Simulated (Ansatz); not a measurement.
## Redistribution: C4H9Cl + C2H4O2 → C4H10O + C2H3ClO

Species: C4H9Cl (2-chloro-2-methylpropane) `CC(C)(C)Cl`, singlet; C2H4O2 `CC(=O)O`, singlet; C4H10O (tert-butanol) `CC(C)(C)O`, singlet; C2H3ClO (acetyl chloride) `CC(=O)Cl`, singlet. The partners trade Cl for OH; both sit on C, so the bond types are kept.

Shapes, held fixed at every level: PBE0-D4/def2-TZVP. Flexible molecules stand in one conformer, not always the lowest. Programs: Ansatz 0.2.0. Electronic energies: no zero-point or thermal term.

```tsv
level	kind	ΔE (kJ/mol)	less CCSD(T)/CBS estimate
r2SCAN-D4/def2-TZVPP	meta-GGA	+59.2	-4.1
B3LYP-D4/def2-TZVPP	global hybrid	+60.1	-3.2
wB97M-V/def2-TZVPP	range-separated hybrid	+64.8	+1.5
wB97X-V/def2-TZVPP	range-separated hybrid	+65.7	+2.4
MP2/def2-TZVPP	perturbation theory	+66.1	+2.8
CCSD/def2-TZVPP	coupled cluster or CI	+65.2	+1.9
CCSD(T)/CBS estimate	coupled cluster or CI	+63.3	0.0
```

The highest level, CCSD(T)/CBS estimate, gives ΔE = +63.3 kJ/mol; the levels span +59.2 to +66.1. The column of differences is taken from that level and isn't an error. No measured value is set beside it here. The CBS estimate extrapolates MP2 from def2-TZVPP and def2-QZVPP and adds CCSD(T) − MP2 in the triple-zeta set, cores frozen.
